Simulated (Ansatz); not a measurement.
## Molecular dynamics of C

Input file:

```yaml
accuracy: low
crystal:
  lattice:
    - [0.0, 3.736815, 3.736815]
    - [3.736815, 0.0, 3.736815]
    - [3.736815, 3.736815, 0.0]
  atoms:
    - { symbol: C, position: [-0.0602224, 0.12877941, -0.02868579] }
    - { symbol: C, position: [0.07095877, 0.23033521, 0.11170332] }
    - { symbol: C, position: [-0.03198468, 0.15150701, 0.45710528] }
    - { symbol: C, position: [0.07124158, 0.24525187, 0.62818825] }
    - { symbol: C, position: [-0.05612055, 0.61672078, 0.00636487] }
    - { symbol: C, position: [0.05360378, 0.76574511, 0.11225436] }
    - { symbol: C, position: [-0.06202194, 0.6202687, 0.47585041] }
    - { symbol: C, position: [0.10101131, 0.72602258, 0.61277942] }
    - { symbol: C, position: [0.44440623, 0.11629352, -0.03386461] }
    - { symbol: C, position: [0.56485908, 0.23907142, 0.10197322] }
    - { symbol: C, position: [0.49327613, 0.08575855, 0.50473047] }
    - { symbol: C, position: [0.58731991, 0.19907023, 0.63780285] }
    - { symbol: C, position: [0.3979961, 0.64421805, 0.00270471] }
    - { symbol: C, position: [0.5605382, 0.73961331, 0.10559192] }
    - { symbol: C, position: [0.44563844, 0.60453832, 0.49803324] }
    - { symbol: C, position: [0.58669951, 0.74105239, 0.62834099] }
basis:
  ecutwfc: 420.0
kpoints:
  mp_grid: { grid: [3, 3, 3] }
hamiltonian:
  xc: pbe
  dispersion: d3bj
scf:
  occupations: { method: fermi_dirac, width: 0.3 }
  lower_state_search: "off"
md:
  timestep: 1.5
  n_steps: 210
  ensemble: npt_langevin
  temperature: 2450.0
  initial_velocities: maxwell_boltzmann
  seed: 3245
  friction: 0.02
  pressure: 1.0
  fix_cell: []
```

Command:

```bash
$ ansatz run input.yaml --threads 1 --pin off --max-ram 3072MiB --backend cpu --events-out ev --progress --plain --runs-dir out
```

It goes on from the last frame of an earlier run, with new velocities.

Output, in part (step lines):

```
md step     0: t =     0.00 fs  T =  2296.9 K  F+E_penalty+E_count = -4008.63972608 eV  E_kin = 4.750305 eV  conserved = -4004.21933153 eV  P_inst = -34.4216 GPa  V = 104.3602 Å³  selection 1  (7 SCF iters)
[... lines left out ...]
```

The steps, from the saved trajectory:

```tsv
time (fs)	T (K)	potential energy less start (eV)	conserved less start (meV/atom)	P (GPa)	volume (Å³)
0.0	2297	0.000	0.00	-34.4	104.4
10.5	2329	-0.560	0.03	-35.4	104.3
21.0	2112	-0.343	0.30	-32.2	103.4
31.5	1850	0.682	0.96	-28.3	102.0
42.0	3341	-0.822	-2.19	-22.1	100.4
52.5	2776	0.310	-0.66	-18.2	99.1
63.0	1924	0.244	2.31	-12.2	97.1
73.5	2590	-1.008	0.56	-4.5	95.0
84.0	2805	-1.065	-0.67	3.9	93.8
94.5	2130	0.150	0.85	9.3	92.5
105.0	3069	-2.149	-0.51	12.3	91.3
115.5	3352	-0.420	-5.98	22.3	89.9
126.0	2996	0.102	-2.22	29.1	88.6
136.5	3008	-0.841	-2.93	30.9	88.5
147.0	3166	-2.848	-4.00	21.6	89.2
157.5	1798	-0.248	0.38	10.8	90.8
168.0	2215	-0.244	0.46	9.6	93.4
178.5	2565	-1.019	-0.24	-4.9	95.1
189.0	2799	0.196	-1.28	-6.2	96.5
199.5	2188	-0.274	1.58	-12.1	97.4
210.0	1849	-0.043	1.25	-16.7	98.1
220.5	2737	-1.616	-0.59	-16.8	97.6
231.0	2021	0.098	1.55	-11.0	97.1
241.5	2516	-0.930	-0.84	-13.0	96.6
252.0	3266	-1.844	-2.50	-10.1	96.0
262.5	2549	-0.501	-0.53	-5.3	94.9
273.0	2574	-0.274	1.11	2.0	93.4
283.5	2971	-1.742	-1.36	1.5	92.6
294.0	2534	-1.348	-0.24	5.7	92.4
304.5	2241	-1.425	0.31	2.3	92.6
315.0	2595	-1.943	0.10	4.4	92.4
```

All steps were run. The conserved energy wandered by up to 7.6 meV per atom (net 0.1 meV per atom), which is poor conservation. A run of 0.32 ps of so small a system gives no equilibrium averages. Limits of this set-up: coarse k mesh, low accuracy level. The cell's volume went from 104 to 92 Å³.

Mean squared displacements from the first frame to the last, about the centre of mass, the cell's change included: C 0.06 Å².

Last frame:

```xyz
16
Lattice="-0.0529 3.7593 3.5686 3.5781 0.0327 3.4830 3.5471 3.6427 0.0637" Properties=species:S:1:pos:R:3
C 0.312 -0.249 0.871
C 1.140 0.898 1.460
C 1.913 1.712 0.636
C 2.904 2.492 1.644
C 1.978 -0.019 2.481
C 2.879 0.761 3.470
C 3.883 1.638 2.444
C 4.564 2.644 3.224
C 0.222 1.739 2.498
C 1.189 2.589 3.416
C 1.966 3.564 2.520
C 2.815 4.422 3.443
C 1.938 1.622 4.338
C 2.912 2.787 5.248
C 3.610 3.609 4.214
C 4.607 4.393 5.084
```

Time of the run: 10 min on 1 thread of Intel(R) Xeon(R) 6975P-C (Granite Rapids) (shared host), peak memory 0.54 GiB.
